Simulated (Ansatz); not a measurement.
Crystal: MnS.

```xyz
4
Lattice="-1.8300 -1.0565 5.9418 1.8300 -1.0565 5.9418 0.0000 2.1131 5.9418" Properties=species:S:1:pos:R:3 pbc="T T T"
Mn    0.0000    0.0000    0.0000
Mn    0.0000    0.0000    8.9128
S     0.0000    0.0000    4.4564
S     0.0000    0.0000   13.3691
```

The cell is a database's computed one.

The cell isn't the ideal one: another cell of the same crystal, with 4 atoms.

Base run:

| Property | Result |
| --- | --- |
| Program | Ansatz 0.2.0 |
| Functional | PBEsol |
| Potentials or basis | Ansatz PAW |
| Cutoff | 420 eV |
| Density cutoff | 1680 eV |
| k mesh | 9 × 9 × 9 |
| Occupations | fermi-dirac, width 0.05 eV |
| Spin | collinear spin, antiferromagnetic start |
| Starting moments | [4.0, -4.0, 0.0, 0.0] μB |
| Hubbard terms | Mn d U = 6 eV |

Its results: band gap on the k mesh 2.38 eV; pressure 4.3 GPa; net moment 0.00 μB per cell; site moments Mn +4.46, -4.46; S -0.00 μB.

**Question.** The run is repeated on the same cell with these changes: hubbard terms from Mn d U = 6 eV to Mn d U = 3 eV. What comes out?

**Answer.** Band gap on the k mesh 2.08 eV; pressure 0.0 GPa; net moment 0.00 μB per cell; site moments Mn +4.33, -4.33; S -0.00 μB.

Caveats: the magnetic or orbital state may not be the lowest; odd divisions of the mesh miss points on the zone boundary, where band edges often lie, so the gap on the mesh can be too wide; the PAW data sets come from PBE, with cores solved anew for the run's functional, which leaves a small shift of forces and pressure.

A k mesh can miss the band edges.

Not every run made on this cell is shown here.
